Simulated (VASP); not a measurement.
# ZnS: relaxed cell and band gap, by functional

ZnS, P6_3mc (no. 186), 4 atoms in the cell.

| Functional | Volume (Å³/atom) | Change from the starting volume (fraction) | Gap, path and mesh (eV) | Time (s) |
|---|---|---|---|---|
| LDA | 18.64 | -0.049 | 2.21 | 219 |
| LDA (PW92) | 18.63 | -0.050 | 2.22 | 204 |
| LDA (VWN5) | 18.58 | -0.052 | 2.21 | 235 |
| LDA (Hedin-Lundqvist) | 18.65 | -0.049 | 2.20 | 224 |
| LDA (Wigner) | 19.17 | -0.022 | 1.99 | 195 |
| Slater exchange only | 19.74 | 0.007 | 1.81 | 178 |
| PBE exchange only | 23.62 | 0.205 | 1.39 | 304 |
| PBE | 20.23 | 0.032 | 2.07 | 210 |
| PBEsol | 19.28 | -0.017 | 2.15 | 190 |

## Input of the first row

INCAR.step1:
```
SYSTEM = ZnS
PREC     = Accurate       ! precision mode
ENCUT    = 600            ! plane-wave cutoff, eV
EDIFF    = 1E-7           ! SCF threshold, eV
ISMEAR   = 0              ! smearing method
SIGMA    = 0.02           ! smearing width, eV
LREAL    = .FALSE.        ! projectors in reciprocal space
LASPH    = .TRUE.         ! aspherical terms in the spheres
GGA_COMPAT= .FALSE.      
ALGO     = Normal         ! electronic algorithm
NELM     = 150            ! most SCF steps
ISIF     = 3              ! what is computed and relaxed
LWAVE    = .FALSE.        ! write WAVECAR
LCHARG   = .FALSE.        ! write CHGCAR
GGA      = CA             ! functional
IBRION   = 2              ! ionic algorithm
EDIFFG   = -0.005         ! ionic threshold
NSW      = 60             ! ionic steps
KPAR     = 2             
```

INCAR.step2, as INCAR.step1 but for:
```
- NSW = 60
+ NSW = 40
```

INCAR.step3, as INCAR.step2 but for:
```
- ISIF = 3
- IBRION = 2
- EDIFFG = -0.005
- NSW = 40
+ ISIF = 2
+ NBANDS = 26
```

KPOINTS:
```
k-points
0
Gamma
  6 6 4
```

KPOINTS_OPT:
```
path GMKGALHA,LM,KH
8
line-mode
reciprocal
 0.0000000000  0.0000000000  0.0000000000  G
 0.5000000000  0.0000000000  0.0000000000  M

 0.5000000000  0.0000000000  0.0000000000  M
 0.3333333333  0.3333333333  0.0000000000  K

 0.3333333333  0.3333333333  0.0000000000  K
 0.0000000000  0.0000000000  0.0000000000  G

 0.0000000000  0.0000000000  0.0000000000  G
 0.0000000000  0.0000000000  0.5000000000  A

 0.0000000000  0.0000000000  0.5000000000  A
 0.5000000000  0.0000000000  0.5000000000  L

 0.5000000000  0.0000000000  0.5000000000  L
 0.3333333333  0.3333333333  0.5000000000  H

 0.3333333333  0.3333333333  0.5000000000  H
 0.0000000000  0.0000000000  0.5000000000  A

 0.5000000000  0.0000000000  0.5000000000  L
 0.5000000000  0.0000000000  0.0000000000  M

 0.3333333333  0.3333333333  0.0000000000  K
 0.3333333333  0.3333333333  0.5000000000  H
```

POSCAR.step1:
```
ZnS
1.0
    3.8110000000      0.0000000000      0.0000000000
   -1.9055000000      3.3004228138      0.0000000000
    0.0000000000      0.0000000000      6.2340000000
Zn S
2 2
Direct
    0.6666666667      0.3333333333      0.5000000000
    0.3333333333      0.6666666667      0.0000000000
    0.6666666667      0.3333333333      0.8850000000
    0.3333333333      0.6666666667      0.3850000000
```

Commands (each step's output is kept before the next begins):
```
cat potpaw_LDA.64/Zn/POTCAR potpaw_LDA.64/S/POTCAR > POTCAR
cp INCAR.step1 INCAR
cp POSCAR.step1 POSCAR
mpirun -np 2 vasp_std > vasp.out
cp CONTCAR POSCAR
rm WAVECAR CHG
cp INCAR.step2 INCAR
mpirun -np 2 vasp_std > vasp.out
cp CONTCAR POSCAR
rm WAVECAR CHG
cp INCAR.step3 INCAR
mpirun -np 2 vasp_std > vasp.out
```

Changes of the last row against the first:
```
(all steps)
- GGA = CA
+ GGA = PS
- cat potpaw_LDA.64/Zn/POTCAR potpaw_LDA.64/S/POTCAR > POTCAR
+ cat potpaw_PBE.64/Zn/POTCAR potpaw_PBE.64/S/POTCAR > POTCAR
```

VASP 6.6.1 took 219 s on 2 cores (AMD EPYC 7R43 (Zen 3)), a shared host.
